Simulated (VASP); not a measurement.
# TiS2 (P-3m1) in VASP: further runs

One crystal, TiS2, is run at these levels: revPBE, PBEsol+D3(BJ); tasks: single point.

Program: VASP 6.6.1. These are calculated values, not measurements. Logs are shortened: lines on timing, memory, paths and dates and some standing lists are left out, and cuts for length are marked.

### 1 Starting point

It takes space group P-3m1 (No. 164, trigonal). The conventional cell has a = 3.412 Å, b = 3.412 Å, c = 5.695 Å, α = 90.00°, β = 90.00°, γ = 120.00°. Around Ti (site symmetry -3m) lie 6 S at 2.43 Å. Around S (site symmetry 3m) lie 3 Ti at 2.43 Å.

### 2 Single point, revPBE

The input, INCAR:

```
SYSTEM = TiS2
ALGO = Fast
EDIFF = 1E-6
ENCUT = 520
GGA = RE
ISIF = 2
ISMEAR = -5
LASPH = .TRUE.
LCHARG = .FALSE.
LREAL = .FALSE.
LWAVE = .FALSE.
NBANDS = 19
NELM = 60
PREC = Accurate
SIGMA = 0.1
```

The input, KPOINTS:

```
k-points
0
G
  9 9 5
  0 0 0
```

The input, POSCAR:

```
TiS2
1.0
    3.4120000000      0.0000000000      0.0000000000
   -1.7060000000      2.9548786777      0.0000000000
    0.0000000000      0.0000000000      5.6950000000
Ti S
1 2
Direct
    0.0000000000      0.0000000000      0.0000000000
    0.6666666667      0.3333333333      0.7500000000
    0.3333333333      0.6666666667      0.2500000000
```

Potentials or basis: VASP PAW PBE potentials, release 64 (Ti_sv, S).

On the command line:

```console
> cat potpaw_PBE.64/Ti_sv/POTCAR potpaw_PBE.64/S/POTCAR > POTCAR
> mpirun -np 1 vasp_std > vasp.out
```

OUTCAR:

```text
SYSTEM = TiS2
   EDIFF = 1E-6
   ENCUT = 520
   GGA = RE
   ISIF = 2
   ISMEAR = -5
   LASPH = .TRUE.
   LREAL = .FALSE.
   NELM = 60
   PREC = Accurate

 ion  position               nearest neighbor table
   1  0.000  0.000  0.000-   2 2.43   3 2.43   3 2.43   2 2.43   2 2.43   3 2.43
   2  0.667  0.333  0.750-   1 2.43   1 2.43   1 2.43
   3  0.333  0.667  0.250-   1 2.43   1 2.43   1 2.43

  LATTYP: Found a hexagonal cell.
 ALAT       =     3.4120000000
 C/A-ratio  =     1.6691090270

  Lattice vectors:

 A1 = (   3.4120000000,   0.0000000000,   0.0000000000)
 A2 = (  -1.7060000000,   2.9548786777,   0.0000000000)
 A3 = (   0.0000000000,   0.0000000000,   5.6950000000)

Analysis of symmetry for initial positions (statically):
=====================================================================
 Subroutine PRICEL returns:
 Original cell was already a primitive cell.

 Routine SETGRP: Setting up the symmetry group for a
 hexagonal supercell.

 Subroutine GETGRP returns: Found 12 space group operations
 (whereof 12 operations were pure point group operations)
 out of a pool of 24 trial point group operations.

The static configuration has the point symmetry D_3d.

Analysis of symmetry for dynamics (positions and initial velocities):
=====================================================================
 Subroutine PRICEL returns:
 Original cell was already a primitive cell.

 Routine SETGRP: Setting up the symmetry group for a
 hexagonal supercell.

 Subroutine GETGRP returns: Found 12 space group operations
 (whereof 12 operations were pure point group operations)
 out of a pool of 24 trial point group operations.

The dynamic configuration has the point symmetry D_3d.

 Subroutine INISYM returns: Found 12 space group operations
 (whereof 12 operations are pure point group operations),
 and found     1 'primitive' translations

----------------------------------------------------------------------------------------

                                     Primitive cell

  volume of cell :      57.4173

  direct lattice vectors                    reciprocal lattice vectors
     3.412000000  0.000000000  0.000000000     0.293083236  0.169211685  0.000000000
    -1.706000000  2.954878678  0.000000000     0.000000000  0.338423370  0.000000000
     0.000000000  0.000000000  5.695000000     0.000000000  0.000000000  0.175592625

  length of vectors
     3.412000000  3.412000000  5.695000000     0.338423370  0.338423370  0.175592625

  position of ions in fractional coordinates (direct lattice)
     0.000000000  0.000000000  0.000000000
     0.666666667  0.333333333  0.750000000
     0.333333333  0.666666667  0.250000000

  ion indices of the primitive-cell ions
   primitive index   ion index
                 1           1
                 2           2
                 3           3

----------------------------------------------------------------------------------------

 KPOINTS: k-points

Automatic generation of k-mesh.
 Grid dimensions read from file:
 generate k-points for:    9    9    5

 Generating k-lattice:

  Cartesian coordinates                     Fractional coordinates (reciprocal lattice)
     0.032564804  0.018801298  0.000000000     0.111111111 -0.000000000  0.000000000
     0.000000000  0.037602597  0.000000000     0.000000000  0.111111111  0.000000000
     0.000000000  0.000000000  0.035118525     0.000000000  0.000000000  0.200000000

  Length of vectors
     0.037602597  0.037602597  0.035118525

  Shift w.r.t. Gamma in fractional coordinates (k-lattice)
     0.000000000  0.000000000  0.000000000

 TETIRR: Found    555 inequivalent tetrahedra from     2430

 Subroutine IBZKPT returns following result:
 ===========================================

 Found     50 irreducible k-points:

 Following reciprocal coordinates:
            Coordinates               Weight
  0.000000  0.000000  0.000000      1.000000
  0.111111  0.000000  0.000000      6.000000
  0.222222  0.000000  0.000000      6.000000
  0.333333 -0.000000  0.000000      6.000000
  0.444444  0.000000  0.000000      6.000000
  0.111111  0.111111  0.000000      6.000000
[... 16 lines left out ...]
  0.222222  0.111111  0.200000     12.000000
 -0.111111  0.333333  0.200000     12.000000
 [... further k-points ...]
   k-points           NKPTS =     50   k-points in BZ     NKDIM =     50   number of bands    NBANDS=     19
   number of dos      NEDOS =    301   number of ions     NIONS =      3
   total plane-waves  NPLWV =  32928
   dimension x,y,z NGX =    28 NGY =   28 NGZ =   42
   dimension x,y,z NGXF=    56 NGYF=   56 NGZF=   84
   ions per type =               1   2
   NGX,Y,Z   is equivalent  to a cutoff of  13.64, 13.64, 12.26 a.u.
   NGXF,Y,Z  is equivalent  to a cutoff of  27.29, 27.29, 24.52 a.u.
 SYSTEM =  TiS2
   PREC   = accura    normal or accurate (medium, high low for compatibility)
   ISTART =      0    job   : 0-new  1-cont  2-samecut
   ICHARG =      2    charge: 1-file 2-atom 10-const
   ISPIN  =      1    spin polarized calculation?
   LNONCOLLINEAR =      F non collinear calculations
   LSORBIT =      F    spin-orbit coupling
   LASPH  =      T    aspherical Exc in radial PAW
   ENCUT  =  520.0 eV  38.22 Ry    6.18 a.u.   6.34  6.34 10.59*2*pi/ulx,y,z
   NELM   =     60;   NELMIN=  2; NELMDL= -5     # of ELM steps
   EDIFF  = 0.1E-05   stopping-criterion for ELM
   LREAL  =      F    real-space projection
   EDIFFG = 0.1E-04   stopping-criterion for IOM
   NSW    =      0    number of steps for IOM
   IBRION =     -1    ionic relax: 0-MD 1-quasi-New 2-CG
   NFREE  =      0    steps in history (QN), initial steepest desc. (CG)
   ISIF   =      2    stress and relaxation
   ISYM   =      2    0-nonsym 1-usesym 2-fastsym
   POTIM  = 0.5000    time-step for ionic-motion
   TEBEG  =    0.0;   TEEND  =   0.0 temperature during run
   PSTRESS=    0.0 pullay stress
   NELECT =      24.0000    total number of electrons
   NUPDOWN=      -1.0000    fix difference up-down
   EMIN   =  10.00;   EMAX   =-10.00  energy-range for DOS
   EFERMI =   0.00;   METHOD = LEGACY
   ISMEAR =    -5;   SIGMA  =   0.10  broadening in eV -4-tet -1-fermi 0-gaus
   EFERMI_NEDOS =   21; number of points for ismear=-14 and -15
   IALGO  =     68    algorithm
   IMIX   =      4    mixing-type and parameters
     AMIX     =   0.40;   BMIX     =  1.00
     AMIX_MAG =   1.60;   BMIX_MAG =  1.00
  volume/ion in A,a.u.               =      19.14       129.16
  Fermi-wavevector in a.u.,A,eV,Ry     =   1.224046  2.313112 20.385458  1.498289
  Thomas-Fermi vector in A             =   2.359135
   LORBIT       =      0    0 simple, 1 ext, 2 COOP (PROOUT), +10 PAW based schemes
   GGA     = RE    functional components
   LHFCALC =     F    Hartree Fock is set to
   AEXX    =    0.0000 exact exchange contribution
   IVDW    =     0    specifies the selected vdW correction
   LEPSILON=     F    determine dielectric tensor
   LRPA    =     F    only Hartree local field effects (RPA)
 non-spin polarized calculation
 RMM-DIIS sequential band-by-band and
 Fermi weights with tetrahedron method with Bloechl corrections
  energy-cutoff  :      520.00
  volume of cell :       57.42
 maximum number of plane-waves:      1575
 NGX is ok and might be reduce to    28
   NGX = 13   NGY = 13   NGZ = 21

 number of electron      23.9999999 magnetization

 Free energy of the ion-electron system (eV)
  ---------------------------------------------------
  ext. energy  EPLUGINS =         0.00000000
  ---------------------------------------------------
  free energy    TOTEN  =       -18.98094313 eV

  energy without entropy =      -18.98094313  energy(sigma->0) =      -18.98094313

 E-fermi :   5.5196     XC(G=0):  -9.9671

 val. band max:        5.5698496275   @ k =   0.0000   0.0000   0.0000
 cond. band min:       5.4901851655   @ k =   0.0000   0.4444   0.4000
 fundamental gap:     -0.0796644621
 Fermi energy:         5.5196395780

 k-point     1 :       0.0000    0.0000    0.0000
  band No.  band energies     occupation
      1     -52.3009      2.00000
      2     -28.4718      2.00000
      3     -28.4227      2.00000
      4     -28.4227      2.00000
      5      -8.2345      2.00000
      6      -6.5651      2.00000
[... 11 lines left out ...]
     18      11.6278      0.00000
     19      12.5101      0.00000

 k-point     2 :       0.1111    0.0000    0.0000
  band No.  band energies     occupation
      1     -52.2996      2.00000
      2     -28.4690      2.00000
      3     -28.4375      2.00000
      4     -28.4261      2.00000
      5      -8.0911      2.00000
      6      -6.5346      2.00000
[... 11 lines left out ...]
     18      12.3958      0.00000
     19      13.0989      0.00000

 k-point     3 :       0.2222    0.0000    0.0000
  band No.  band energies     occupation
      1     -52.2961      2.00000
      2     -28.4750      2.00000
      3     -28.4614      2.00000
      4     -28.4346      2.00000
      5      -7.6942      2.00000
      6      -6.4600      2.00000
[... 11 lines left out ...]
     18      13.1159      0.00000
     19      13.9703      0.00000

 k-point     4 :       0.3333   -0.0000    0.0000
  band No.  band energies     occupation
      1     -52.2922      2.00000
      2     -28.5170      2.00000
      3     -28.4532      2.00000
      4     -28.4443      2.00000
      5      -7.1537      2.00000
      6      -6.3919      2.00000
[... 11 lines left out ...]
     18      12.7980      0.00000
     19      13.4814      0.00000

 k-point     5 :       0.4444    0.0000    0.0000
  band No.  band energies     occupation
      1     -52.2897      2.00000
      2     -28.5442      2.00000
      3     -28.4506      2.00000
      4     -28.4477      2.00000
      5      -6.6683      2.00000
      6      -6.4180      2.00000
[... 11 lines left out ...]
     18      12.4235      0.00000
     19      12.9808      0.00000

 k-point     6 :       0.1111    0.1111    0.0000
  band No.  band energies     occupation
      1     -52.2972      2.00000
      2     -28.4639      2.00000
      3     -28.4623      2.00000
      4     -28.4333      2.00000
      5      -7.8206      2.00000
      6      -6.4816      2.00000
[... 11 lines left out ...]
     18      13.4211      0.00000
     19      13.8915      0.00000

 k-point     7 :       0.2222    0.1111    0.0000
  band No.  band energies     occupation
      1     -52.2935      2.00000
      2     -28.4988      2.00000
      3     -28.4562      2.00000
      4     -28.4454      2.00000
      5      -7.3489      2.00000
      6      -6.4064      2.00000
[... 11 lines left out ...]
     18      13.6667      0.00000
     19      14.2316      0.00000

 k-point     8 :       0.3333    0.1111    0.0000
  band No.  band energies     occupation
      1     -52.2903      2.00000
      2     -28.5306      2.00000
      3     -28.4566      2.00000
      4     -28.4489      2.00000
      5      -6.8307      2.00000
      6      -6.3707      2.00000
[... 256 lines left out ...]
 k-point    20 :       0.4444    0.0000    0.2000
  band No.  band energies     occupation
      1     -52.2897      2.00000
      2     -28.5442      2.00000
      3     -28.4506      2.00000
      4     -28.4477      2.00000
      5      -6.5655      2.00000
      6      -6.5221      2.00000
[... 11 lines left out ...]
     18      11.7314      0.00000
     19      12.9862      0.00000

 k-point    21 :       0.0000    0.4444    0.2000
  band No.  band energies     occupation
      1     -52.2897      2.00000
      2     -28.5442      2.00000
      3     -28.4506      2.00000
      4     -28.4477      2.00000
      5      -6.7295      2.00000
      6      -6.3389      2.00000
[... 11 lines left out ...]
     18      11.8141      0.00000
     19      12.5944      0.00000

 k-point    22 :       0.1111    0.1111    0.2000
  band No.  band energies     occupation
      1     -52.2972      2.00000
      2     -28.4639      2.00000
      3     -28.4623      2.00000
      4     -28.4333      2.00000
      5      -7.7330      2.00000
      6      -6.6186      2.00000
[... 11 lines left out ...]
     18      13.4519      0.00000
     19      14.2725      0.00000

 k-point    23 :       0.2222    0.1111    0.2000
  band No.  band energies     occupation
      1     -52.2935      2.00000
      2     -28.4988      2.00000
      3     -28.4562      2.00000
      4     -28.4454      2.00000
      5      -7.2616      2.00000
      6      -6.5234      2.00000
[... 11 lines left out ...]
     18      13.3658      0.00000
     19      14.3167      0.00000

 k-point    24 :      -0.1111    0.3333    0.2000
  band No.  band energies     occupation
      1     -52.2935      2.00000
      2     -28.4988      2.00000
      3     -28.4562      2.00000
      4     -28.4454      2.00000
      5      -7.2917      2.00000
      6      -6.4795      2.00000
[... 11 lines left out ...]
     18      13.3946      0.00000
     19      13.5769      0.00000

 [... further k-points ...]
[... 5 lines left out ...]
  --------------------------------------------------------------------------------------
  -------------------------------------------------------------------------------------
  Total        0.7732579      0.7732579      1.0594233      0.0000000      0.0000000      0.0000000
  in kB       21.5770747     21.5770747     29.5622645      0.0000000      0.0000000      0.0000000
  external PRESSURE =      24.2388047 kB  Pullay stress =       0.0000000 kB

 VOLUME and BASIS-vectors are now :
 -----------------------------------------------------------------------------
  energy-cutoff  :      520.00
  volume of cell :       57.42
      direct lattice vectors                 reciprocal lattice vectors
     3.412000000  0.000000000  0.000000000     0.293083236  0.169211685  0.000000000
    -1.706000000  2.954878678  0.000000000     0.000000000  0.338423370  0.000000000
     0.000000000  0.000000000  5.695000000     0.000000000  0.000000000  0.175592625

 POSITION                                       TOTAL-FORCE (eV/Angst)
 -----------------------------------------------------------------------------------
      0.00000      0.00000      0.00000         0.000000      0.000000      0.000000
      1.70600      0.98496      4.27125        -0.000000      0.000000      0.107263
     -0.00000      1.96992      1.42375         0.000000     -0.000000     -0.107263
 -----------------------------------------------------------------------------------
    total drift:                               -0.000000     -0.000000     -0.000000

  FREE ENERGIE OF THE ION-ELECTRON SYSTEM (eV)
  ---------------------------------------------------
  free  energy   TOTEN  =       -18.9809431329 eV

  energy  without entropy=      -18.9809431329  energy(sigma->0) =      -18.98094313
```

Wall time 51 s (1 thread of Intel Xeon 6975P-C (Granite Rapids), shared host); peak memory 0.2 GiB.

Results:

| Quantity | Value |
| --- | --- |
| Free energy | -18.9809 eV |
| Pressure | 2.4 GPa |
| Largest force | 0.107 eV/Å |
| Band gap on the k mesh | none (metal or under the smearing width) |

Forces on the atoms (eV/Å):
```
Ti   0.000  0.000  0.000
S    0.000  0.000  0.107
S    0.000  0.000 -0.107
```

Levels at points of the mesh, in eV from the Fermi level:
```tsv
k point	band 8	band 9	band 10	band 11	band 12	band 13	band 14	band 15	band 16	band 17
(0.00, 0.00, 0.00)	-2.79	-2.79	-0.05	0.05	0.05	0.47	0.47	0.89	3.40	3.40
```

Caveat: the PAW data sets were made with another functional, which shifts forces and pressure a little; tetrahedron occupations give inexact forces and stress in metals.

[end of part 1 of 2]
